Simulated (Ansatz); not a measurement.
**Structure search for LiH**

Method: DFT PBE, scalar-relativistic, plane waves, PAW in Ansatz. All cells share a 420 eV cutoff and Γ-centred k meshes spaced at most about 0.3 Å⁻¹ (about 0.25 or finer for metals, 2π included). No spin polarisation.

Formation energies are uncorrected and refer to the elements' standard structures at the same level (H₂ as a molecule).

These are static total energies at zero pressure. Larger cells and other orderings weren't all tried, so the list isn't exhaustive. No dispersion correction is applied, so the spacing and binding between layers, chains or molecules are poorly described (P4/mmm, C2/c), and this can change margins and order among such cells. Kohn–Sham gaps at this level usually fall short of measured ones. With hydrogen, zero-point motion can shift formation energies by some tens of meV/atom.

Invented guesses and database cells were relaxed alike, and ends that match in structure were merged. ΔE counts from the first row. Coordination counts H atoms around Li (those within 1.25 times the shortest such distance or 1.15 times the sum of covalent radii, 1.27 where that leaves under three; a plus sign parts nearer from farther groups; a slash parts the counts of unlike sites). The ends were matched against large subsets of the Crystallography Open Database and the Materials Project, so a missing match doesn't prove that a structure is unreported.

```tsv
#	reached from	type and space group	atoms	Å³/atom	coordination	ΔE (meV/atom)	gap on mesh (eV)	in databases	checks
1	a cell as deposited in COD	rock salt, Fm-3m (No. 225)	2	8.0	Li 6	0	2.98	COD	-
2	close-packed anion layers stacked ABABC	P-3m1 (No. 164)	10	8.1	Li 6	22	3.46	no match	no imaginary mode on a 3×3×1 q mesh
3	6-connected net, two elements alternating	R-3m (No. 166)	8	8.1	Li 6	27	3.62	no match	no imaginary mode at Γ (other wave vectors untested)
4	ordered vacancies on the anion sites of fluorite	zinc blende, F-43m (No. 216)	2	9.9	Li 4	48	4.24	no match	no imaginary mode on a 4×4×4 q mesh
5	a relaxed cell, shaken at random and relaxed again	nickel arsenide, P6_3/mmc (No. 194)	4	8.2	Li 6	53	4.35	no match	no imaginary mode on a 3×3×2 q mesh
6	TiNb type (Cmmm)	Cmmm (No. 65)	2	10.0	Li 4	160	0.07	no match	-
7	close-packed anion layers stacked ABCCAA	P3m1 (No. 156)	12	9.4	Li 2/1+3/3+3/6	165	0.10	no match	-
8	random cell	P4/mmm (No. 123)	2	15.8	Li 4	175	0.32	no match	-
9	ordered vacancies on the anion sites of cadmium iodide	P2/m (No. 10)	4	9.7	Li 4	188	0.26	no match	-
10	ZrH type (P4_2/mmc)	P4_2/mmc (No. 131)	4	10.3	Li 4	203	0.00	no match	-
11	AlRu type (Pm-3m)	caesium chloride, Pm-3m (No. 221)	2	7.9	Li 8	234	0.71	no match	-
12	6-connected net, two elements spread over the vertices	C2/c (No. 15)	4	18.4	Li 2	327	1.91	no match	-
```

The lowest: Space group Fm-3m (No. 225), cubic, a = 4.008 Å. Li is surrounded by 6 H at 2.00 Å; H is surrounded by 6 Li at 2.00 Å. Its energy over the elements is −0.417 eV/atom. It is a structure that the Crystallography Open Database (COD) lists.

```
Li H
1.0
     0.00000    2.00400    2.00400
     2.00400    0.00000    2.00400
     2.00400    2.00400    0.00000
Li H
1 1
Direct
  0.00000 0.00000 0.00000
  0.50000 0.50000 0.50000
```

The second: Space group P-3m1 (No. 164), trigonal, a = 2.813 Å, c = 11.842 Å. Li on a site of symmetry 3m has 6 H at 1.99–2.04 Å; Li on a site of symmetry -3m has 6 H at 2.03 Å; around Li on a second site of symmetry 3m lie 6 H at 1.99 Å; H on a site of symmetry 3m is surrounded by 6 Li at 1.99 Å; 2 more sites not described. Counting H atoms around Li, the first and the second both have Li 6. Shaken at random and relaxed again, row 11 falls into row 5, 181 meV/atom lower, so it is a saddle point or a shallow minimum. Shaken at random and relaxed again, row 2 came back. Shaken at random and relaxed again, row 3 came back. Cells without such a test can be saddle points.

```
Li H
1.0
     2.81255    0.00000    0.00000
    -1.40627    2.43574    0.00000
     0.00000    0.00000   11.84181
Li H
5 5
Direct
  0.00000 0.00000 0.79298
  0.00000 0.00000 0.00000
  0.00000 0.00000 0.20702
  0.33333 0.66667 0.40230
  0.66667 0.33333 0.59770
  0.33333 0.66667 0.69541
  0.66667 0.33333 0.89658
  0.33333 0.66667 0.10342
  0.66667 0.33333 0.30459
  0.00000 0.00000 0.50000
```

Some candidate types were left out of the draw beforehand, so a known form may be missing.
